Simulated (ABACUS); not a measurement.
# Ta (Im-3m) in ABACUS: a series of runs

The runs below take Ta through single point, relaxation of cell and atoms, with PBE, BP86.

Program: ABACUS 3.10.1. These are calculated values, not measurements. Logs are shortened: lines on timing, memory, paths and dates and some standing lists are left out, and cuts for length are marked.

### 1 The structure

The structure is cubic, space group Im-3m (No. 229). Conventional cell: a = 3.303 Å, b = 3.303 Å, c = 3.303 Å, α = 90.00°, β = 90.00°, γ = 90.00°. Ta (site symmetry m-3m) has 8 Ta at 2.86 Å as nearest neighbours.

### 2 Single point, PBE

Contents of INPUT:

```
INPUT_PARAMETERS
suffix              Ta
calculation         scf
basis_type          lcao
pseudo_dir          ./
orbital_dir         ./
latname             bcc
symmetry            1
dft_functional      pbe
ecutwfc             100
pseudo_rcut         10
nspin               1
nbands              24
ks_solver           scalapack_gvx
smearing_method     fd
smearing_sigma      0.00367493
scf_thr             1e-07
scf_nmax            100
mixing_type         broyden
mixing_beta         0.7
cal_force           1
cal_stress          1
out_mul             1
out_chg             1
```

Contents of STRU:

```
ATOMIC_SPECIES
Ta 180.9479 Ta_ONCV_PBE-1.2.upf

NUMERICAL_ORBITAL
Ta_confined-atom_7au_4s3p3d2f.orb

LATTICE_CONSTANT
6.2409339101

ATOMIC_POSITIONS
Direct

Ta
0.0
1
0.0000000000 0.0000000000 0.0000000000 1 1 1
```

Contents of KPT:

```
K_POINTS
0
Gamma
10 10 10 0 0 0
```

Potentials or basis: SG15 ONCV 1.2 PBE, TZDP LCAO (the cutoffs set its grid).

Command:

```
$ OMP_NUM_THREADS=1 mpirun -np 4 abacus > log
```

running log:

```text
ABACUS v3.10.1

               Atomic-orbital Based Ab-initio Computation at UStc

 ------------------------------------------------------------------------------------

 READING GENERAL INFORMATION
                           global_out_dir = OUT.Ta/
                           global_in_card = INPUT
                               pseudo_dir = ./
                              orbital_dir = ./
                                    DSIZE = 4
                                    GSIZE = 1

 READING UNITCELL INFORMATION
                                    ntype = 1
                  lattice constant (Bohr) = 6.24093
              lattice constant (Angstrom) = 3.30256

 READING ATOM TYPE 1
                               atom label = Ta
                      L=0, number of zeta = 4
                      L=1, number of zeta = 3
                      L=2, number of zeta = 3
                      L=3, number of zeta = 2
             number of atom for this type = 1

                        TOTAL ATOM NUMBER = 1
DIRECT COORDINATES
    atom                   x                   y                   z     mag                  vx                  vy                  vz
taud_Ta1            0.0000000000        0.0000000000        0.0000000000  0.0000        0.0000000000        0.0000000000        0.0000000000

                          Volume (Bohr^3) = 121.54
                             Volume (A^3) = 18.0103

 Lattice vectors: (Cartesian coordinate: in unit of a_0)
                 +0.5                +0.5                +0.5
                 -0.5                +0.5                +0.5
                 -0.5                -0.5                +0.5
 Reciprocal vectors: (Cartesian coordinate: in unit of 2 pi/a_0)
                   +1                  -0                  +1
                   -1                  +1                  -0
                   +0                  -1                  +1
 The esolver type has been set to : ksdft_lcao

                PAO radial cut off (Bohr) = 10

 Read in pseudopotential file is Ta_ONCV_PBE-1.2.upf
                     pseudopotential type = NC
          exchange-correlation functional = PBE
                 nonlocal core correction = 0
                        valence electrons = 27
                                     lmax = 3
                           number of zeta = 0
                     number of projectors = 8
                           L of projector = 0
                           L of projector = 0
                           L of projector = 1
                           L of projector = 1
                           L of projector = 2
                           L of projector = 2
[... 161 lines left out ...]
 SELF-CONSISTENT
 -------------------------------------------

 SETUP SEARCHING RADIUS FOR PROGRAM TO SEARCH ADJACENT ATOMS
                  longest orb rcut (Bohr) = 7
   longest nonlocal projector rcut (Bohr) = 3.02
                     search radius (Bohr) = 20
              searching radius is (Bohr)) = 20
         searching radius unit is (Bohr)) = 6.24
                         PeriodicBoundary = 1
                        Radius(unit:lat0) = 3.21
                                   glayer = [ 6, 6, 6 ]
                             glayer_minus = [ 5, 5, 5 ]

Find the coordinate range of the input atom(unit:lat0).
                                  min_tau = [ -7.5, -7.5, -7.5 ]
                                  max_tau = [ 7.5, 7.5, 7.5 ]
                                BoxNumber = [ 11, 11, 11 ]

 SETUP EXTENDED REAL SPACE GRID FOR GRID INTEGRATION
                          real space grid = [ 36, 36, 36 ]
                 big cell numbers in grid = [ 12, 12, 12 ]
             meshcell numbers in big cell = [ 3, 3, 3 ]
                        extended fft grid = [ 20, 20, 20 ]
                dimension of extened grid = [ 53, 53, 53 ]
                            UnitCellTotal = 125
              Atom number in sub-FFT-grid = 1
    Local orbitals number in sub-FFT-grid = 42
                                ParaV.nnr = 65709
                                 init_chg = atomic

 LCAO ALGORITHM --------------- ION=   1  ELEC=   1--------------------------------

 Density error is 0.0305277731027
----------------------------------------------------------
     Energy           Rydberg                 eV
----------------------------------------------------------
 E_KohnSham     -496.6475528038      -6757.2366158879
 E_Harris       -500.6970140593      -6812.3323627931
 E_Fermi        2.2159770548         30.1499145822
----------------------------------------------------------
[... 69 lines left out ...]
 Density error is 4.308763399e-09
----------------------------------------------------------
     Energy           Rydberg                 eV
----------------------------------------------------------
 E_KohnSham     -496.6603532587      -6757.4107750112
 E_KS(sigma->0) -496.6600438801      -6757.4065656992
 E_Harris       -496.6603527418      -6757.4107679787
 E_band         14.1086308104        191.9577699994
 E_one_elec     -128.9971340185      -1755.0960483208
 E_Hartree      98.0347891592        1333.8317347940
 E_xc           -40.6005655277       -552.3990331997
 E_Ewald        -425.0968241145      -5783.7390096607
 E_entropy(-TS) -0.0006187572        -0.0084186240
 E_descf        0.0000000000         0.0000000000
 E_exx          0.0000000000         0.0000000000
 E_Fermi        2.1874385270         29.7616279914
----------------------------------------------------------

 charge density convergence is achieved
 final etot is -6757.410775 eV
 EFERMI = 29.761627991 eV

 STATE ENERGY(eV) AND OCCUPATIONS    NSPIN == 1
 1/47 kpoint (Cartesian) = 0.0000 0.0000 0.0000 (531 pws)
       1       -37.5157     0.00200000
       2       -3.42311     0.00200000
       3       -3.42311     0.00200000
       4       -3.42311     0.00200000
       5        10.8366     0.00200000
       6        10.8366     0.00200000
[... 146 lines left out ...]
      23        56.5452        0.00000
      24        59.4924        0.00000

[... levels at 41 further k points ...]

 correction force for each atom along direction 1 is 2.22191e-14
 correction force for each atom along direction 2 is 5.72113e-15
 correction force for each atom along direction 3 is 1.14793e-13
------------------------------------------------------------------------------------------
 TOTAL-FORCE (eV/Angstrom)
------------------------------------------------------------------------------------------
                       Ta1         0.0000000000         0.0000000000         0.0000000000
------------------------------------------------------------------------------------------

----------------------------------------------------------------
 TOTAL-STRESS (KBAR)
----------------------------------------------------------------
        52.1696757681         0.0000000000         0.0000000000
        -0.0000000000        52.1696757681         0.0000000000
         0.0000000000        -0.0000000000        52.1696757681
----------------------------------------------------------------
 TOTAL-PRESSURE: 52.169676 KBAR

 --------------------------------------------
 !FINAL_ETOT_IS -6757.4107750111725181 eV
 --------------------------------------------
```

stdout:

```text
ABACUS v3.10.1

               Atomic-orbital Based Ab-initio Computation at UStc

%%%%%%%%%%%%%%%%%%%%%%%%%%%%%%%%%%%%%%%%%%%%%%%%%%%%%%%%%%%%%%%%%%%%%%%%%%%%%%%%%%%%%%%%%%%%%%%%%%%%%%%%%
 Warning: the number of valence electrons in pseudopotential > 5 for Ta: [Xe] 4f14 5d3 6s2
[... 33 lines left out ...]
 TOTAL-STRESS (KBAR)
----------------------------------------------------------------
        52.1696757681         0.0000000000         0.0000000000
        -0.0000000000        52.1696757681         0.0000000000
         0.0000000000        -0.0000000000        52.1696757681
----------------------------------------------------------------
 TOTAL-PRESSURE: 52.169676 KBAR
```

mulliken.txt:

```text
 0
CALCULATE THE MULLIkEN ANALYSIS FOR EACH ATOM
 Total charge:	27
Decomposed Mulliken populations
0                             Zeta of Ta              Spin 1
[... 47 lines left out ...]
SUM OVER M                                           13.9964
fz^3                                   1              0.0120
fxz^2                                  1              0.0103
fyz^2                                  1              0.0215
fzx^2-zy^2                             1              0.0670
fxyz                                   1              0.0143
fx^3-3*xy^2                            1              0.0199
f3yx^2-y^3                             1              0.0178
SUM OVER M                                            0.1629
SUM OVER M+Zeta                                      14.1592

SUM OVER M+Zeta+L                                    27.0000

Total Charge on atom:                 Ta             27.0000
```

Wall time 7.7 s (4 MPI ranks of Intel Xeon Platinum 8488C (Sapphire Rapids), shared host); peak memory 0.44 GiB.

What came out:

| Property | Result |
| --- | --- |
| Free energy | -6757.4108 eV |
| Pressure | 5.2 GPa |
| Band gap on the k mesh | none (metal or under the smearing width) |

Levels at points of the mesh, in eV from the Fermi level:
```
           k point  band 9  band 10  band 11  band 12  band 13  band 14  band 15  band 16  band 17  band 18
(0.00, 0.00, 0.00)  -18.88   -18.88   -18.84    -7.91     0.71     0.71     0.71     3.95     3.95    14.68
(0.50, 0.50, 0.00)  -18.88   -18.87   -18.86    -4.39    -1.56     1.57     3.85     4.85     7.74    11.71
(0.50, 0.50, 0.50)  -18.86   -18.86   -18.86    -3.83    -3.83     6.79     6.79     6.79     8.63     8.63
```

Caveat: the atomic orbitals were generated for these runs and aren't a published set; the basis of atomic orbitals isn't converged, which shifts pressures, moduli and gaps. Spin-orbit coupling is left out, which matters for the levels of Ta.

### 3 Single point, BP86

Contents of INPUT:

```
INPUT_PARAMETERS
suffix              Ta
calculation         scf
basis_type          pw
pseudo_dir          ./
symmetry            1
dft_functional      GGA_X_B88+GGA_C_P86
ecutwfc             58
pseudo_rcut         10
nspin               1
nbands              17
ks_solver           dav
smearing_method     fd
smearing_sigma      0.00367493
scf_thr             1e-08
scf_nmax            100
mixing_type         broyden
mixing_beta         0.7
cal_force           1
cal_stress          1
out_chg             1
kpar                4
```

Contents of STRU:

```
ATOMIC_SPECIES
Ta 180.9479 Ta.upf

LATTICE_CONSTANT
1.8897261246

LATTICE_VECTORS
-1.6512800000 1.6512800000 1.6512800000
1.6512800000 -1.6512800000 1.6512800000
1.6512800000 1.6512800000 -1.6512800000

ATOMIC_POSITIONS
Direct

Ta
0.0
1
0.0000000000 0.0000000000 0.0000000000 1 1 1
```

Contents of KPT:

```
K_POINTS
0
Gamma
9 9 9 0 0 0
```

Potentials or basis: PseudoDojo NC SR 0.4.1 PBE standard, plane waves.

Command:

```
$ OMP_NUM_THREADS=1 mpirun -np 4 abacus > log
```

Run time: 3.4 s. Hardware: 4 MPI ranks of AMD EPYC 7R43 (Zen 3), shared host; peak memory 0.24 GiB.

Results (log left out):

- Free energy: -1773.5466 eV
- Pressure: 2.4 GPa
- Band gap on the k mesh: none (metal or under the smearing width)

Levels at points of the mesh, in eV from the Fermi level:
| k point | band 2 | band 3 | band 4 | band 5 | band 6 | band 7 | band 8 | band 9 | band 10 | band 11 |
| --- | --- | --- | --- | --- | --- | --- | --- | --- | --- | --- |
| (0.00, 0.00, 0.00) | -33.10 | -33.10 | -33.10 | -7.93 | 0.63 | 0.63 | 0.63 | 3.90 | 3.90 | 14.60 |

Caveat: the potentials were made for another functional, which shifts forces and pressure.

### 4 Relaxation of cell and atoms, BP86

INPUT, as its differences from that of step 3:

```diff
@@ -2,3 +2,3 @@
 suffix              Ta
-calculation         scf
+calculation         cell-relax
 basis_type          pw
@@ -10,3 +10,3 @@
 nspin               1
-nbands              17
+nbands              11
 ks_solver           dav
@@ -20,3 +20,7 @@
 cal_stress          1
-out_chg             1
+relax_nmax          60
+force_thr_ev        0.01
+relax_method        cg
+out_stru            1
+stress_thr          1
 kpar                4
```

Contents of STRU:

```
ATOMIC_SPECIES
Ta 180.9479 Ta.upf

LATTICE_CONSTANT
5.4048073095

LATTICE_VECTORS
-0.5773502692 0.5773502692 0.5773502692
0.5773502692 -0.5773502692 0.5773502692
0.5773502692 0.5773502692 -0.5773502692

ATOMIC_POSITIONS
Cartesian

Ta
0.0
1
0.0000000000 0.0000000000 0.0000000000 1 1 1
```

KPT is that of step 3.

Command:

```
$ OMP_NUM_THREADS=1 mpirun -np 4 abacus > log
```

It took 4.8 s on 4 MPI ranks of AMD EPYC 7R43 (Zen 3), shared host; peak memory 0.36 GiB.

It converged, with:

| Quantity | Value |
| --- | --- |
| Free energy | -1773.5484 eV |
| Relaxed volume | 18.26 Å³/atom |
| Relaxed cell | a = 2.873 Å, b = 2.873 Å, c = 2.873 Å, α = 109.47°, β = 109.47°, γ = 109.47° |
| Space group after relaxing (to 0.05 Å) | Im-3m (No. 229) |
| Energy gained by relaxing | 1.8 meV/atom |
| Ionic steps | 3 |
| Pressure after relaxing | 0.0 GPa |
| Band gap on the k mesh | none (metal or under the smearing width) |

Step by step:
```tsv
step	energy change (eV)	largest force (eV/Å)	pressure (GPa)	volume (Å³)
1	0.0000	0.0000	2.47	18.01
2	0.0061	0.0000	-4.85	18.77
3	-0.0018	0.0000	-0.03	18.26
```

Final structure:
```
CELL_PARAMETERS angstrom
-1.65874 1.65874 1.65874
1.65874 -1.65874 1.65874
1.65874 1.65874 -1.65874
ATOMIC_POSITIONS crystal
Ta 0.00000 0.00000 0.00000
```

Levels at points of the mesh, in eV from the Fermi level:
| k point | band 3 | band 4 | band 5 | band 6 | band 7 | band 8 | band 9 |
| --- | --- | --- | --- | --- | --- | --- | --- |
| (0.00, 0.00, 0.00) | -33.15 | -33.15 | -7.88 | 0.63 | 0.63 | 0.63 | 3.86 |

Caveat: the potentials were made for another functional, which shifts forces and pressure.

[end of part 1 of 2]
